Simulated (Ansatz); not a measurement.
**TiO: single point with r2SCAN0**

Crystal: TiO.

```
Ti O
1.0
     3.00943    0.00000    0.00000
    -1.50472    2.60625    0.00000
     0.00000    0.00000    2.93706
Ti O
1 1
Direct
  0.00000 0.00000 0.00000
  0.66667 0.33333 0.50000
```

The cell comes from a database or a generator and needn't be the stable form of this composition.

```
Program                 : Ansatz 0.2.0
Task                    : single point
Functional              : r2SCAN0
Potentials or basis     : Ansatz PAW
Cutoff                  : 500 eV (not typed: the program's choice for these potentials)
k mesh                  : 6 × 6 × 5
Occupations             : fermi-dirac, width 0.05 eV
Spin                    : no spin polarisation
Share of exact exchange : 0.25
```

```
Pressure               : -36.2 GPa
Band gap on the k mesh : 0.80 eV, indirect (least direct gap 0.84 eV)
```

Stress tensor (GPa, compression positive):
```
-39.05   0.00   0.00
  0.00 -39.05   0.00
  0.00   0.00 -30.47
```

Levels at points of the mesh, in eV from the valence-band top:
```tsv
k point	band 6	band 7	band 8	band 9	band 10	band 11	band 12	band 13
(0.00, 0.00, 0.00)	-6.64	-6.64	-6.35	-3.56	1.49	2.38	2.38	3.40
(0.00, -0.50, 0.00)	-9.78	-7.03	-6.51	-2.83	2.24	3.00	3.39	3.92
```

Run time: 40 s on 2 threads of Intel(R) Xeon(R) Platinum 8259CL CPU @ 2.50GHz (Skylake/Cascade Lake), with other jobs on the host, peak memory 1.1 GiB.

Caveat: the k mesh is coarse (spacing up to 0.43 Å⁻¹), so the values aren't converged, least of all with exact exchange; a pressure of tens of GPa on the cell as given is suspect, and the run, the potentials or the cell itself is likely at fault; odd divisions of the mesh miss points on the zone boundary, where band edges often lie, so the gap on the mesh can be too wide; the PAW data sets come from PBE, with cores solved anew for the run's functional, which leaves a small shift of forces and pressure; the thresholds are loose for stress. A k mesh can miss the band edges.
